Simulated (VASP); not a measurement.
## InP: electric field gradients with r2SCAN

**Measured values to compare with.**

From a printed reference work, data compilation, for a bulk crystal of InP at 1.6 K: band gap 1.4236 eV (direct).

Crystal: InP.

```
In P
1.0
     0.00000    2.95344    2.95344
     2.95344    0.00000    2.95344
     2.95344    2.95344    0.00000
In P
1 1
Direct
  0.00000 0.00000 0.00000
  0.75000 0.75000 0.75000
```

```yaml
Program: VASP 6.6.1
Task: electric field gradients
Functional: r2SCAN
Potentials_or_basis: VASP PAW PBE potentials, release 64 (In_d, P)
Cutoff: 520 eV
k_mesh: 10 × 10 × 10
Occupations: gaussian, width 0.05 eV
Spin: no spin polarisation
Dipole_correction: no
Further_INCAR_settings: ALGO = Normal; EDIFF = 1e-08; NBANDS = 16
```

The pressure is -0.1 GPa. The band gap on the k mesh is 1.03 eV and the largest electric field gradient by atom is under 0.05 V/Å² on every atom.

Levels at points of the mesh, in eV from the valence-band top:
```
           k point  band 6  band 7  band 8  band 9  band 10  band 11  band 12  band 13
(0.00, 0.00, 0.00)  -11.84    0.00    0.00    0.00     1.03     4.44     4.44     4.44
(0.50, 0.00, 0.00)  -10.11   -5.75   -0.97   -0.97     1.80     5.16     5.16     7.50
(0.50, 0.50, 0.00)   -9.46   -5.77   -2.33   -2.33     2.04     2.55     9.73    10.15
```

Wall time 2.6 min on 1 thread of Intel Xeon 8259CL (shared host), peak memory 0.21 GiB.

A measured gap of InP is 1.4236 eV (direct; 1.6 K; a printed reference work, data compilation); the calculated 1.03 eV misses it by -0.39 eV. Spin-orbit coupling on In is left out. The value is that of r2SCAN, without temperature or zero-point motion.

Caveat: the PAW data sets were made with another functional, which shifts forces and pressure a little; spin-orbit coupling is left out, which moves the levels of the heavy elements.
